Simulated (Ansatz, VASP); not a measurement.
CsSnI3: VASP beside Ansatz

```
CELL_PARAMETERS angstrom
6.07902 0.00000 0.00000
0.00000 6.07902 0.00000
0.00000 0.00000 6.07902
ATOMIC_POSITIONS crystal
Cs 0.00000 0.00000 0.00000
I 0.50000 0.50000 0.00000
I 0.50000 0.00000 0.50000
I 0.00000 0.50000 0.50000
Sn 0.50000 0.50000 0.50000
```

Change from the starting cell: volume scaled by 0.94.

Alike in both runs: task single point; functional PBEsol; k mesh 5 × 5 × 5; occupations fermi-dirac, width 0.05 eV; no spin polarisation.

|  | VASP | Ansatz |
| --- | --- | --- |
| version | VASP 6.6.1 | Ansatz 0.2.0 |
| potentials or method | VASP PAW PBE potentials, release 64 (Cs_sv, I, Sn_d), cutoff 520 eV | all-electron LAPW, scalar-relativistic |

|  | VASP | Ansatz | Ansatz less VASP |
| --- | --- | --- | --- |
| gap on the k mesh at the Fermi level (eV) | 1.67 | 1.67 | +0.003 |
| least direct gap on the mesh (eV) | 1.67 | 1.67 | +0.003 |
| pressure (GPa) | 0.4 | 0.4 | 0.00 |

Ansatz ran all-electron here, so the differences hold the error of VASP's frozen core and of both bases.

Caveats: spin-orbit coupling is left out, which moves the levels of the heavy elements; an odd mesh through Γ misses points on the zone boundary, where band edges often lie; the PAW data sets were made with another functional, which shifts forces and pressure a little (VASP).
